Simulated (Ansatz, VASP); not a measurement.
# BeS: VASP beside Ansatz

```
Be S
1.0
     0.00000    2.43431    2.43431
     2.43431    0.00000    2.43431
     2.43431    2.43431    0.00000
Be S
1 1
Direct
  0.00000 0.00000 0.00000
  0.25000 0.25000 0.25000
```

The cell was built by a generator and needn't be a form met in nature.

Alike in both runs: task single point; functional PBE; k mesh 6 × 6 × 6; no spin polarisation.

|  | VASP | Ansatz |
| --- | --- | --- |
| version | VASP 6.6.1 | Ansatz 0.2.0 |
| potentials or method | VASP PAW PBE potentials, release 64 (Be, S) | plane waves, PAW |
| plane-wave cutoff (eV) | 520 | 420 |
| occupations | gaussian, width 0.01 eV | fixed |
| valence electrons in the cell | 8 | 8 |

```tsv
	VASP	Ansatz	Ansatz less VASP
gap on the k mesh at the Fermi level (eV)	3.14	3.13	-0.001
pressure (GPa)	0.5	0.5	-0.02
```

A k mesh can miss the band edges. As with any semilocal functional, this PBE gap is likely too small.
